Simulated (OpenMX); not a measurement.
Sn:

```
CELL_PARAMETERS angstrom
-2.94014 2.94014 1.59930
2.94014 -2.94014 1.59930
2.94014 2.94014 -1.59930
ATOMIC_POSITIONS crystal
Sn 0.00000 0.00000 0.00000
Sn 0.75000 0.25000 0.50000
```

Base run:

```yaml
Program: OpenMX 3.8.5
Functional: PBE
Potentials_or_basis: OpenMX 2013 PBE set, Sn7.0-s3p2d1, grid cutoff 500 Ry
k_mesh: 9 × 9 × 9
Occupations: fermi-dirac, width 0.05 eV
Spin: no spin polarisation
```

Its results: pressure -8.5 GPa.

The run is repeated on the same cell with these changes: functional from PBE to LDA; potentials or basis from OpenMX 2013 PBE set, Sn7.0-s3p2d1, grid cutoff 500 Ry to OpenMX 2013 LDA set, Sn7.0-s3p2d2, grid cutoff 500 Ry. What comes out?

Pressure -10.1 GPa.

Caveats: the basis of atomic orbitals isn't converged, which shifts pressures, moduli and gaps.
